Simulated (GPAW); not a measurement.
Crystal: Te.

```
Te
1.0
     3.82029   -2.14820    0.00000
     3.82029    2.14820    0.00000
    -0.09429    0.00000    5.97609
Te
3
Cartesian
  0.0000 0.0000 0.0000
  2.3324 0.0000 2.0248
  5.2139 0.0000 3.9513
```

This isn't the form of Te at room conditions, which is trigonal, of chains.

Base run:

- Program: GPAW 26.7.0
- Functional: LDA
- Potentials or basis: the program's PAW data sets (release 1.2.1) made for this functional
- Cutoff: 450 eV
- Basis: pw
- k mesh: 6 × 6 × 4
- Occupations: fermi-dirac, width 0.05 eV
- Spin: no spin polarisation

Its results: band gap on the k mesh none (metal or under the smearing width); pressure -3.4 GPa.

Task: The run is repeated on the same cell with these changes: functional from LDA to PBEsol; potentials or basis from the program's PAW data sets (release 1.2.1) made for this functional to PAW data sets generated in the run's folder for this functional. What comes out?

Result: Band gap on the k mesh none (metal or under the smearing width); pressure -2.4 GPa.

Caveats: the cutoff is short for stress and forces, so pressures can be off by a GPa or more.

Not every run made on this cell is shown here.
